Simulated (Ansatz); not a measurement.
**Tc: one input, then a changed one**

The cell is COD entry 1541062, as deposited and not checked against the literature; nothing was relaxed. The listed cell was then made from it by scaling, straining or moving an atom.

First run: DFT, PBE, all-electron LAPW, scalar-relativistic (Ansatz 0.2.0).

Command: `ansatz run input.yaml --threads 1 --pin off --max-ram 2048MiB --backend cpu --events-out ev --progress --plain --runs-dir out` The run took 29 s on 1 thread of Arm Neoverse V2 (shared host), peak memory 0.58 GiB.

```yaml
crystal:
  lattice:
    - [2.7581463957, 0.0, 0.0]
    - [-1.3790731979, 2.3886248461, 0.0]
    - [0.0, 0.0, 4.4271266766]
  atoms:
    - { symbol: Tc, position: [0.3333333333, 0.6666666667, 0.25] }
    - { symbol: Tc, position: [0.6666666667, 0.3333333333, 0.75] }
kpoints:
  mp_grid: { grid: [17, 17, 9] }
scf:
  occupations: { method: fermi_dirac, width: 0.08 }
hamiltonian:
  xc: pbe
  pseudopotentials: { kind: all_electron, lapw: { basis_error: 0.001 } }
output:
  forces: true
  stress: true
  eigenvalues: true
```

Result: converged; pressure -2.82 GPa; no gap on the k mesh; 7 SCF iterations.

A second run of a changed input logged this at its end:

```
        0.000000      -2.869355      -0.000000
       -0.000000      -0.000000      -3.031364
  P = ⅓ Tr σ = -2.9234 GPa (-29.234 kbar)
--- Band table (eV; the first three rows and the last of 165) ---
  k-point 0: bands = ["-65.7403", "-65.7403", "-37.8648", "-37.8645", "-37.8635", "-37.8635", "-37.8634", "-37.8634", "-1.1131", "-0.2568", "0.0313", "0.0360", "0.0360", "0.0580", "0.0580", "0.0850", "0.0850", "0.1987", "0.1987", "0.8549", "1.9678"]
  k-point 1: bands = ["-65.7403", "-65.7403", "-37.8648", "-37.8645", "-37.8635", "-37.8635", "-37.8635", "-37.8635", "-1.0866", "-0.2637", "0.0295", "0.0318", "0.0318", "0.0553", "0.0553", "0.0933", "0.0933", "0.1974", "0.1974", "0.6997", "2.1862"]
  k-point 2: bands = ["-65.7403", "-65.7403", "-37.8648", "-37.8645", "-37.8635", "-37.8635", "-37.8635", "-37.8635", "-1.0083", "-0.2931", "0.0252", "0.0252", "0.0254", "0.0480", "0.0480", "0.1117", "0.1117", "0.1929", "0.1929", "0.4197", "2.6635"]
  k-point 164: bands = ["-65.7403", "-65.7403", "-37.8646", "-37.8646", "-37.8636", "-37.8636", "-37.8636", "-37.8636", "-0.0943", "-0.0878", "0.0105", "0.0300", "0.0653", "0.0741", "0.1106", "0.1144", "0.1993", "0.2026", "1.0556", "1.0864", "2.7002"]
```

Question: What was wrong with the input?

Answer: A lattice typed in bohr, by this change (others could give a like log):
```diff
@@ -1,7 +1,7 @@
 crystal:
   lattice:
-    - [2.7581463957, 0.0, 0.0]
-    - [-1.3790731979, 2.3886248461, 0.0]
-    - [0.0, 0.0, 4.4271266766]
+    - [5.21214123, 0.0, 0.0]
+    - [-2.60607062, 4.51384671, 0.0]
+    - [0.0, 0.0, 8.36605683]
   atoms:
     - { symbol: Tc, position: [0.3333333333, 0.6666666667, 0.25] }
@@ -11,4 +11,5 @@
 scf:
   occupations: { method: fermi_dirac, width: 0.08 }
+  max_iter: 75
 hamiltonian:
   xc: pbe
```
